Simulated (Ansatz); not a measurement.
# WS2

```
W S
1.0
     1.57900    0.91164    6.16333
    -1.57900    0.91164    6.16333
     0.00000   -1.82327    6.16333
W S
1 2
Cartesian
  0.0000 0.0000 0.0000
  0.0000 0.0000 13.8730
  0.0000 0.0000 10.7427
```

Atom numbers follow the list: W1, S2, S3.

The cell comes from COD entry 9012192, which wasn't checked; take it as a given geometry.

No spin–orbit coupling, which matters for the heavy atoms here.

Methods: DFT, LDA, all-electron LAPW, scalar-relativistic (Ansatz 0.2.0); DFT, LDA, PAW with Ansatz's default frozen-core files, scalar-relativistic (Ansatz 0.2.0).

For LAPW: a Γ-centred 13×13×13 k mesh, Fermi–Dirac smearing of 0.08 eV, basis error target 0.5 meV/atom, no spin polarisation. PAW takes a cutoff of 420 eV at this cell (files made with PBE, cores remade for this functional). The Ansatz runs share mesh, smearing and spin set-up. Values come from LAPW unless marked.

```
Band gap                                                                                                               : 0.94 eV, indirect from T (0.5, 0.5, 0.5) to the line Γ–S0 (0.341, -0.341, 0)
Löwdin charges (with 0.23 e of the cell spilling out of the atomic basis, so their sizes and signs hang on that basis) : W1 0.43, S2 -0.09, S3 -0.11 e
Smallest direct gap on the path                                                                                        : 1.88 eV
Pressure at this cell                                                                                                  : -3.61 GPa
Volume per atom                                                                                                        : 17.74 Å³
```

Problem. Predict this quantity. Largest force.

Solution. 0.585 eV/Å on W1.

Problem. Stress xx, yy, zz (compression positive): what does the calculation give?

Solution. -3.76, -3.76, -3.31 GPa.

Problem. Predict this quantity. Bader charges (from the PAW run).

Solution. W1 +1.28, S2 -0.65, S3 -0.63 e.
